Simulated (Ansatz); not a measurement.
This is a single-point calculation with Ansatz 0.2.0 on C in the diamond structure; the level of theory is HSE06. The cell was relaxed with r2SCAN and then strained (uniaxial -3.34 % along x, other directions held), with the atoms relaxed again with r2SCAN; k points keep the names of the unstrained zone.

Input (YAML):
```yaml
crystal:
  lattice:
    - [0.0, 1.7801241411, 1.7801241411]
    - [1.7206679948, 0.0, 1.7801241411]
    - [1.7206679948, 1.7801241411, 0.0]
  atoms:
    - { symbol: C, position: [0.0, 0.0, 0.0] }
    - { symbol: C, position: [0.25, 0.25, 0.25] }
kpoints:
  mp_grid: { grid: [8, 8, 8] }
  band_path:
    path:
      - [0.0, 0.0, 0.0]
      - [0.5, 0.0, 0.5]
      - [0.625, 0.25, 0.625]
      - [0.375, 0.375, 0.75]
      - [0.5, 0.5, 0.5]
      - [0.5, 0.25, 0.75]
      - [0.35, 0.0, 0.35]
    npoints: 1
hamiltonian:
  xc: hse06
scf:
  occupations: { method: fixed }
  n_extra_bands: 4
output:
  forces: true
  stress: true
  eigenvalues: true
```

Output, abridged:
```
scf.n_extra_bands = 4 over 4 filled bands (N_el = 8.0): the run solves 8 bands
Pseudopotential: C, paw, valence charge 4, recommended cutoff 420 eV (normal)
Functional definition: HSE06
Crystal: 2 atoms, lattice volume = 10.905 Å³
Basis set: ecut = 420 eV, 197 PW (Γ)
Symmetry: 16 space group operations
Space group: I41/amd (ITA 141)
k-points: 59 of 512
[warm-up without exact exchange]
SCF iter   1: HF=-501.559525 eV  Δρ=2.02e-3  dr2=9.24e-5
SCF iter   2: HF=-501.559723 eV  Δρ=1.01e-3  dr2=2.02e-5
SCF 1 stopped early in 2 iterations: F = -501.559794 eV  dr2 = 2.02e-5
[exact exchange on]
Exchange kernel: α = 0.2500, screened, ω = 0.2079 Å⁻¹, Wigner–Seitz truncation, v(0) = 1043.8994 eV·Å³, q-mesh 8×8×8
SCF iter   1: HF=-501.733841 eV  Δρ=1.00e-2  dr2=4.66e-3
SCF iter   2: HF=-501.732006 eV  Δρ=4.20e-3  dr2=7.28e-4
SCF iter   3: HF=-501.733499 eV  Δρ=9.01e-4  dr2=2.57e-5
SCF iter   4: HF=-501.733490 eV  Δρ=1.74e-4  dr2=2.45e-6
SCF iter   5: HF=-501.733504 eV  Δρ=7.97e-5  dr2=4.45e-7
SCF 2 stopped early in 5 iterations: F = -501.733504 eV  dr2 = 4.45e-7
hybrid outer 1: dexx = +1.934e-3 eV, tail = 9.75e-6 eV
SCF iter   1: HF=-501.733544 eV  Δρ=7.96e-5  dr2=3.44e-7
SCF iter   2: HF=-501.733544 eV  Δρ=1.59e-5  dr2=1.35e-8
SCF iter   3: HF=-501.733544 eV  Δρ=9.39e-6  dr2=5.46e-9
SCF 3 converged in 3 iterations: F = -501.733544 eV  dr2 = 5.46e-9
hybrid outer 2: dexx = +1.676e-7 eV, tail = 1.55e-8 eV, Δε = 2.91e-3 eV
NSCF: frozen V_eff on 7 k-points
hybrid SCF converged: 2 outer / 8 inner (+2 warm-up)
Free energy (F): -501.733544 eV
Fermi energy:    13.770135 eV
--- Stress (GPa, compression-positive) ---
       32.794591       0.000000       0.000000
        0.000000      -0.687273       0.000000
        0.000000       0.000000      -0.687273
  P = ⅓ Tr σ = 10.4733 GPa (104.733 kbar)
```

The file bands.tsv (bands near the Fermi energy, numbered from 0, rounded):
```tsv
# k_distance	band_0	band_1	band_2	band_3	band_4	band_5	band_6	band_7
# fermi_ev = 13.770135
# [0, 0, 0] at k_distance = 0.000000
# [0.5, 0, 0.5] at k_distance = 1.764817
# [0.625, 0.25, 0.625] at k_distance = 2.399645
# [0.375, 0.375, 0.75] at k_distance = 3.505406
# [0.5, 0.5, 0.5] at k_distance = 4.592444
# [0.5, 0.25, 0.75] at k_distance = 5.840358
# [0.35, 0, 0.35] at k_distance = 6.895676
# levels_relative_to = fermi_ev
0.000	-24.448	-0.532	-0.532	0.000	6.462	6.903	6.903	15.801
1.765	-14.912	-14.912	-7.297	-7.297	5.941	5.941	19.370	19.370
2.400	-14.982	-13.734	-10.896	-6.244	6.951	12.668	16.530	18.034
3.505	-14.982	-13.734	-10.896	-6.244	6.951	12.668	16.530	18.034
4.592	-17.985	-15.439	-3.857	-3.208	9.557	9.658	11.008	17.609
5.840	-13.923	-13.923	-9.790	-9.790	12.539	12.539	15.006	15.006
6.896	-19.631	-9.302	-6.450	-6.352	5.335	8.544	16.214	17.274
```
In order the rows are Γ, X, U, K, L, W, Γ–X (0.70).

With HSE06 the valence top lies at Γ and the conduction bottom at Γ–X (0.75 of the way from Γ), 4.46 eV higher; the smallest vertical gap, at Γ, is 6.46 eV. (Of the valleys that strain may split, one alone was solved off the mesh, so this is an upper bound.) The gap is the least over the mesh and the extra points. With the atoms held, the mean pressure is +10.5 GPa (compression positive). The stress of a hybrid is loosely converged here.

Calculated for a static, non-magnetic cell.

The meshes of the hybrids are coarse, so their gaps aren't converged to the digits shown.
